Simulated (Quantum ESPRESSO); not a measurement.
Crystal: ZnAu.

```
CELL_PARAMETERS angstrom
3.14700 0.00000 0.00000
0.00000 3.14700 0.00000
0.00000 0.00000 3.14700
ATOMIC_POSITIONS crystal
Au 0.00000 0.00000 0.00000
Zn 0.50000 0.50000 0.50000
```

- Program: Quantum ESPRESSO 7.5
- Task: phonons
- Functional: PBE
- Potentials or basis: GBRV 1.5 PBE
- Cutoff: 762 eV
- Density cutoff: 6095 eV
- k mesh: 7 × 7 × 7
- Occupations: cold, width 0.2 eV
- Spin: no spin polarisation
- Target pressure: 15 GPa
- Mixing beta: 0.5
- Most SCF iterations: 120
- SCF threshold: 4e-10 Ry

The cell and the atoms were relaxed first at 15 GPa, to 14.63 Å³/atom (a = 3.082 Å, b = 3.082 Å, c = 3.082 Å, α = 90.00°, β = 90.00°, γ = 90.00°), and the response was taken there.

**Question.** Where do the zone-centre optical modes lie?

**Answer.** T1u at 172 cm⁻¹ (IR).

Optical modes at Γ, degenerate ones joined:
```
cm⁻¹  components  symmetry  active in
 172           3       T1u         IR
```

Caveat: the mesh is thin for the phonons of a metal; the cell is more than 3 GPa from zero pressure, which shifts response properties.
